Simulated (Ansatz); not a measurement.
# Sn (Immm) in Ansatz: convergence with wavefunction cutoff

Aim: find how far wavefunction cutoff must go before the results for Sn settle, at PBE. This setting moves, with any that are tied to it; all else stays.

All numbers are computed with Ansatz 0.2.0; they aren't measurements. Logs are shortened: lines on timing, memory, paths and dates and some standing lists are left out, and cuts for length are marked.

### 1 The structure

Symmetry: Immm, No. 71, orthorhombic system. The conventional cell has a = 3.453 Å, b = 3.551 Å, c = 4.677 Å, α = 90.00°, β = 90.00°, γ = 90.00°. Sn (site symmetry mmm) has 12 Sn at 3.41 to 3.55 Å as nearest neighbours.

This isn't the form of Sn at room conditions, which is tetragonal (white tin).

### 2 With wavefunction cutoff 200 eV

The input, input.yaml:

```yaml
crystal:
  lattice:
    - [-1.726539, 1.775547, 2.338342]
    - [1.726539, -1.775547, 2.338342]
    - [1.726539, 1.775547, -2.338342]
  atoms:
    - { symbol: Sn, position: [0.0, 0.0, 0.0] }
hamiltonian:
  xc: pbe
  pseudopotentials: { kind: paw_fr }
magnetization:
  noncollinear: true
  spin_orbit: true
kpoints:
  mp_grid: { grid: [9, 9, 9] }
scf:
  occupations: { method: fermi_dirac, width: 0.1 }
output:
  forces: true
  stress: true
  eigenvalues: true
basis:
  ecutwfc: "200 eV"
```

Potentials or basis: Ansatz PAW.

On the command line:

```bash
ansatz run input.yaml --threads 2 --pin off --max-ram 5632MiB --backend cpu --events-out ev --progress --plain --runs-dir out
```

It took 4.3 s on 2 threads of Intel Xeon at 2.50GHz (Skylake/Cascade Lake), shared host; peak memory 0.38 GiB.

Results:

```
Free energy            : -6021.2996 eV
Pressure               : -1.1 GPa
Band gap on the k mesh : none (metal or under the smearing width)
```

### 3 With wavefunction cutoff 250 eV

input.yaml, as its differences from that of step 2:

```diff
@@ -22,2 +22,2 @@
 basis:
-  ecutwfc: "200 eV"
+  ecutwfc: "250 eV"
```

Potentials or basis: Ansatz PAW.

On the command line:

```bash
ansatz run input.yaml --threads 2 --pin off --max-ram 5632MiB --backend cpu --events-out ev --progress --plain --runs-dir out
```

It took 5.2 s on 2 threads of Intel Xeon at 2.50GHz (Skylake/Cascade Lake), shared host; peak memory 0.4 GiB.

Results:

```
Free energy            : -6025.8015 eV
Pressure               : -1.5 GPa
Band gap on the k mesh : none (metal or under the smearing width)
```

### 4 With wavefunction cutoff 300 eV

input.yaml, as its differences from that of step 3:

```diff
@@ -22,2 +22,2 @@
 basis:
-  ecutwfc: "250 eV"
+  ecutwfc: "300 eV"
```

On the command line:

```bash
ansatz run input.yaml --threads 2 --pin off --max-ram 5632MiB --backend cpu --events-out ev --progress --plain --runs-dir out
```

It took 7 s on 2 threads of Intel Xeon at 2.50GHz (Skylake/Cascade Lake), shared host; peak memory 0.42 GiB.

Results:

- Free energy: -6026.2733 eV
- Pressure: -0.7 GPa
- Band gap on the k mesh: none (metal or under the smearing width)

### 5 With wavefunction cutoff 350 eV

input.yaml, as its differences from that of step 4:

```diff
@@ -22,2 +22,2 @@
 basis:
-  ecutwfc: "300 eV"
+  ecutwfc: "350 eV"
```

On the command line:

```bash
ansatz run input.yaml --threads 2 --pin off --max-ram 5632MiB --backend cpu --events-out ev --progress --plain --runs-dir out
```

Run time: 9.5 s. Hardware: 2 threads of Intel Xeon at 2.50GHz (Skylake/Cascade Lake), shared host; peak memory 0.45 GiB.

Results:

| Item | Value |
| --- | --- |
| Free energy | -6026.3074 eV |
| Pressure | -0.9 GPa |
| Band gap on the k mesh | none (metal or under the smearing width) |

### 6 With wavefunction cutoff 400 eV

input.yaml, as its differences from that of step 5:

```diff
@@ -22,2 +22,2 @@
 basis:
-  ecutwfc: "350 eV"
+  ecutwfc: "400 eV"
```

Potentials or basis: Ansatz PAW.

On the command line:

```bash
ansatz run input.yaml --threads 2 --pin off --max-ram 5632MiB --backend cpu --events-out ev --progress --plain --runs-dir out
```

It took 9.7 s on 2 threads of Intel Xeon at 2.50GHz (Skylake/Cascade Lake), shared host; peak memory 0.46 GiB.

The run converged. Its results:

| Item | Value |
| --- | --- |
| Free energy | -6026.3089 eV |
| Pressure | -0.9 GPa |
| Band gap on the k mesh | none (metal or under the smearing width) |

### 7 With wavefunction cutoff 450 eV

input.yaml, as its differences from that of step 6:

```diff
@@ -22,2 +22,2 @@
 basis:
-  ecutwfc: "400 eV"
+  ecutwfc: "450 eV"
```

On the command line:

```bash
ansatz run input.yaml --threads 2 --pin off --max-ram 5632MiB --backend cpu --events-out ev --progress --plain --runs-dir out
```

Run time: 11 s. Hardware: 2 threads of Intel Xeon at 2.50GHz (Skylake/Cascade Lake), shared host; peak memory 0.48 GiB.

The run converged. Its results:

- Free energy: -6026.3097 eV
- Pressure: -0.9 GPa
- Band gap on the k mesh: none (metal or under the smearing width)

### 8 With wavefunction cutoff 500 eV

input.yaml, as its differences from that of step 7:

```diff
@@ -22,2 +22,2 @@
 basis:
-  ecutwfc: "450 eV"
+  ecutwfc: "500 eV"
```

On the command line:

```bash
ansatz run input.yaml --threads 2 --pin off --max-ram 5632MiB --backend cpu --events-out ev --progress --plain --runs-dir out
```

It took 13 s on 2 threads of Intel Xeon at 2.50GHz (Skylake/Cascade Lake), shared host; peak memory 0.5 GiB.

The run converged. Its results:

* Free energy: -6026.3099 eV
* Pressure: -0.9 GPa
* Band gap on the k mesh: none (metal or under the smearing width)

### 9 With wavefunction cutoff 600 eV

input.yaml, as its differences from that of step 8:

```diff
@@ -22,2 +22,2 @@
 basis:
-  ecutwfc: "500 eV"
+  ecutwfc: "600 eV"
```

Potentials or basis: Ansatz PAW.

On the command line:

```bash
ansatz run input.yaml --threads 2 --pin off --max-ram 5632MiB --backend cpu --events-out ev --progress --plain --runs-dir out
```

It took 17 s on 2 threads of Intel Xeon at 2.50GHz (Skylake/Cascade Lake), shared host; peak memory 0.56 GiB.

It converged, with:

```yaml
Free_energy: -6026.3100 eV
Pressure: -0.9 GPa
Band_gap_on_the_k_mesh: none (metal or under the smearing width)
```

### 10 With wavefunction cutoff 800 eV

input.yaml, as its differences from that of step 9:

```diff
@@ -22,2 +22,2 @@
 basis:
-  ecutwfc: "600 eV"
+  ecutwfc: "800 eV"
```

Potentials or basis: Ansatz PAW.

On the command line:

```bash
ansatz run input.yaml --threads 2 --pin off --max-ram 5632MiB --backend cpu --events-out ev --progress --plain --runs-dir out
```

Output:

```text
Warning: RAYON_NUM_THREADS=2 ignored (pool sized by the plan → 2); use --threads N
Engine: ansatz 0.2.0, x86_64-unknown-linux-gnu
Pseudopotentials: kind: paw_fr
Pseudopotential: Sn, paw_fr, valence charge 14, recommended cutoff 420 eV (normal), Sn.paw.azcp#standard-fr
Functional definition: PBE
  parameter kappa = 0.804
  parameter beta = 0.06672455060314922
  exchange = pbe_x(kappa = kappa, mu = beta*pi^2/3)
  correlation = pbe_c(beta = beta)
non-collinear run that drives no moment, with spin-orbit: no starting moment large enough to seed its density (crystal.atoms[].spin), no starting occupations that ask for one, no magnetisation constraint and no magnetic field, so the semilocal B_xc is pinned to zero
Crystal: 1 atoms, lattice volume = 28.673 Å³
Basis set: ecut = 800 eV, 1449 PW (Γ), exchange–correlation on 64×64×64 points (8 copies of the dense FFT grid, shifted against one another)
Bands: 22, of which v1, the nominal top of the filled ones, is band 14 counted from 1 (13 counted from 0)
Symmetry: 8 space group operations + 8 with time reversal
Magnetic group: BNS 71.534 (UNI 632), of the structure as read, at distance tolerance 3.1e-5 Å
k-points: 125 of 729
Projection manifold: j_resolved (fully-relativistic pseudo-atomic orbitals)
Non-local potential: Sn, projectors of the file, l = 0: 2, l = 1: 4, l = 2: 4, l = 3: 4
PAW form: soft (Blöchl's): semilocal exchange-correlation on the pseudo side does not see the compensation charge
PAW one-centre angular grid: Sn, 590 points (default); XC on 64 Gauss nodes
Initial density: superposition of atomic densities (chi_scale 0.1, normalization cell)
Initial wavefunctions: pseudopotential atomic-orbital guess
Functional: x = pbe(κ = 0.804, μ = 0.2195149727645171), c = pbe(β = 0.06672455060314922)
SCF iter   1: F=—  HF=-6026.319594 eV  |F-HF|=—  |Δ(HF+E_count)|=         —  Δρ=8.23e-3  dr2=2.55e-2  dr2_m=0.00e0 (ungated)  ethr=3.10e-3  |M|=0.00e0 ∫|m|=0.00e0 μB  |m|>n=0.0e0 m-floor=0.0e0 τ_xc=0.0e0  β_m=0.30  ⟨swp⟩=9.1  Hψ=9273  notcnv=0  defer=20
preconditioner: auto → none  [metal: Δε(μ)=0.111 eV  Ē_g=22.578 eV  σ=0.100 eV  W_gap=0.27  n_scr=8 (ndim 8)  ℏωp=25.9 eV  f_vac=0.000  D(μ)=0.51/eV (n_scr^D=0)  sad-step TF]
SCF iter   2: F=—  HF=-6026.316006 eV  |F-HF|=—  |Δ(HF+E_count)|=   3.59e-3  Δρ=7.03e-3  dr2=2.01e-2  dr2_m=0.00e0 (ungated)  ethr=1.82e-4  |M|=0.00e0 ∫|m|=0.00e0 μB  |m|>n=0.0e0 m-floor=0.0e0 τ_xc=0.0e0  β_m=0.38  ⟨swp⟩=1.2  Hψ=1902  notcnv=0  defer=26
SCF iter   3: F=—  HF=-6026.311038 eV  |F-HF|=—  |Δ(HF+E_count)|=   4.97e-3  Δρ=4.29e-3  dr2=2.61e-3  dr2_m=0.00e0 (ungated)  ethr=1.44e-4  |M|=0.00e0 ∫|m|=0.00e0 μB  |m|>n=0.0e0 m-floor=0.0e0 τ_xc=0.0e0  β_m=0.47  ⟨swp⟩=2.0  Hψ=2484  notcnv=0  defer=26
SCF iter   4: F=—  HF=-6026.311224 eV  |F-HF|=—  |Δ(HF+E_count)|=   1.87e-4  Δρ=2.72e-3  dr2=1.50e-3  dr2_m=0.00e0 (ungated)  ethr=1.87e-5  |M|=0.00e0 ∫|m|=0.00e0 μB  |m|>n=0.0e0 m-floor=0.0e0 τ_xc=0.0e0  β_m=0.73  ⟨swp⟩=1.0  Hψ=1242  notcnv=0  defer=26
SCF iter   5: F=—  HF=-6026.310225 eV  |F-HF|=—  |Δ(HF+E_count)|=   9.99e-4  Δρ=9.89e-4  dr2=2.38e-4  dr2_m=0.00e0 (ungated)  ethr=1.07e-5  |M|=0.00e0 ∫|m|=0.00e0 μB  |m|>n=0.0e0 m-floor=0.0e0 τ_xc=0.0e0  β_m=0.87  ⟨swp⟩=2.0  Hψ=2240  notcnv=0  defer=26
SCF iter   6: F=—  HF=-6026.310110 eV  |F-HF|=—  |Δ(HF+E_count)|=   1.15e-4  Δρ=3.84e-4  dr2=3.81e-5  dr2_m=0.00e0 (ungated)  ethr=1.70e-6  |M|=0.00e0 ∫|m|=0.00e0 μB  |m|>n=0.0e0 m-floor=0.0e0 τ_xc=0.0e0  β_m=0.93  ⟨swp⟩=2.9  Hψ=2337  notcnv=0  defer=26
SCF iter   7: F=—  HF=-6026.310096 eV  |F-HF|=—  |Δ(HF+E_count)|=   1.43e-5  Δρ=7.55e-5  dr2=1.40e-6  dr2_m=0.00e0 (ungated)  ethr=2.72e-7  |M|=0.00e0 ∫|m|=0.00e0 μB  |m|>n=0.0e0 m-floor=0.0e0 τ_xc=0.0e0  β_m=0.97  ⟨swp⟩=2.0  Hψ=2027  notcnv=0  defer=30
SCF iter   8: F=-6026.310095 eV  HF=-6026.310095 eV  |F-HF|=2.96e-9  |Δ(HF+E_count)|=   7.06e-7  Δρ=4.88e-6  dr2=3.51e-9  dr2_m=0.00e0 (ungated)  ethr=7.14e-10  |M|=0.00e0 ∫|m|=0.00e0 μB  |m|>n=0.0e0 m-floor=0.0e0 τ_xc=0.0e0  ⟨swp⟩=6.9  Hψ=7583  notcnv=0
SCF 1 converged in 8 iterations: F = -6026.310095 eV  dr2 = 3.51e-9
SCF converged after 8 iterations
Magnetization: |M| = 0.0000 μB,  M = (+0.0000, +0.0000, +0.0000) μB
Absolute magnetization: 0.0000 μB (∫|m|)
  site 0: m = (+0.0000, +0.0000, +0.0000) μB, |m| = 0.0000 μB  (R = 1.41 Å)
Free energy (F): -6026.310095 eV
Harris-Foulkes:  -6026.310095 eV  (|F-HF|=2.96e-9)
Internal energy: -6026.293135 eV  (E = F + TS)
E sigma→0 (E₀):  -6026.301615 eV
Entropy (-TS):   -0.016960 eV (-16.960 meV/atom)
Fermi energy:    10.134728 eV
--- Per-component energies (eV) ---
  E_band       = -90.675757
  E_kinetic    = 185.493536
  E_local      = -860.917840  (includes V_loc(G=0)·N_el)
  E_nonlocal   = -32.640743
  E_hartree    = 532.824797
  E_xc         = -383.012567
  E_vxc        = -96.133292  (∫ρ·V_xc dr)
  E_paw        = -4136.521584  (= ΣΔE_a)
  E_vpaw       = -352.129081  (= ΣTr[D̂ρ^β])
  E_aug_tail   = -0.000000  (compensation charges beyond the density's cutoff)
  E_ewald      = -1331.518734
  E_smearing   = -0.016960  (= −TS)
  E_closure    = -0.000000  (closes the sum)
  Σ components = -6026.310095   (vs F -6026.310095, Δ=0.00e0)
--- Forces (eV/Å), atoms counted from 1 ---
  atom   1  Sn     0.00000000    -0.00000000     0.00000000
  max |Σ_I F_I| component: 9.86e-32 eV/Å
--- Stress (GPa, compression-positive) ---
       -0.930554      -0.000000      -0.000000
       -0.000000      -1.675142       0.000000
       -0.000000       0.000000      -0.037346
  P = ⅓ Tr σ = -0.8810 GPa (-8.810 kbar)
--- Band table (eV; the first three rows and the last of 125) ---
  k-point 0: bands = ["-11.9825", "-11.9825", "-11.9783", "-11.9783", "-10.9721", "-10.9721", "-10.9372", "-10.9372", "-10.9190", "-10.9190", "-0.6140", "-0.6140", "16.6361", "16.6361", "17.5727", "17.5727", "17.9420", "17.9420", "20.7438", "20.7438", "21.2456", "21.2456"]
  k-point 1: bands = ["-11.9788", "-11.9788", "-11.9734", "-11.9734", "-10.9660", "-10.9660", "-10.9334", "-10.9334", "-10.9152", "-10.9152", "-0.3023", "-0.3023", "15.5889", "15.5889", "16.3483", "16.3483", "16.6530", "16.6530", "19.0849", "19.0849", "21.3125", "21.3125"]
  k-point 2: bands = ["-11.9737", "-11.9737", "-11.9591", "-11.9591", "-10.9574", "-10.9574", "-10.9290", "-10.9290", "-10.8919", "-10.8919", "0.6325", "0.6325", "13.4840", "13.4840", "14.3160", "14.3160", "14.7546", "14.7546", "17.5875", "17.5875", "18.1951", "18.1951"]
  k-point 124: bands = ["-11.9612", "-11.9612", "-11.9318", "-11.9318", "-10.9467", "-10.9467", "-10.9132", "-10.9132", "-10.8277", "-10.8277", "5.7353", "5.7353", "7.2293", "7.2293", "10.6211", "10.6211", "11.5620", "11.5620", "14.9701", "14.9701", "17.2417", "17.2417"]
```

It took 20 s on 2 threads of Intel Xeon at 2.50GHz (Skylake/Cascade Lake), shared host; peak memory 0.66 GiB.

What came out:

```yaml
Free_energy: -6026.3101 eV
Pressure: -0.9 GPa
Band_gap_on_the_k_mesh: none (metal or under the smearing width)
```

### 11 Result

```tsv
wavefunction cutoff	energy less the tightest run, at zero smearing (meV/atom)	pressure (GPa)	SCF cycles	CPU time (s)	peak memory (GiB)
200 eV	5009.93	-1.07	6	7.7	0.38
250 eV	508.55	-1.47	6	9.5	0.4
300 eV	36.80	-0.71	7	13	0.42
350 eV	2.65	-0.86	8	17	0.45
400 eV	1.24	-0.87	8	18	0.46
450 eV	0.40	-0.88	8	20	0.48
500 eV	0.15	-0.88	8	25	0.5
600 eV	0.05	-0.88	8	32	0.56
800 eV	0.00	-0.88	8	39	0.66
```

Against the tightest run, the energy stays within 1 meV/atom from 450 eV on; the pressure stays within 0.1 GPa from 350 eV on. The tightest run that finished is the yardstick and may itself not be fully converged.
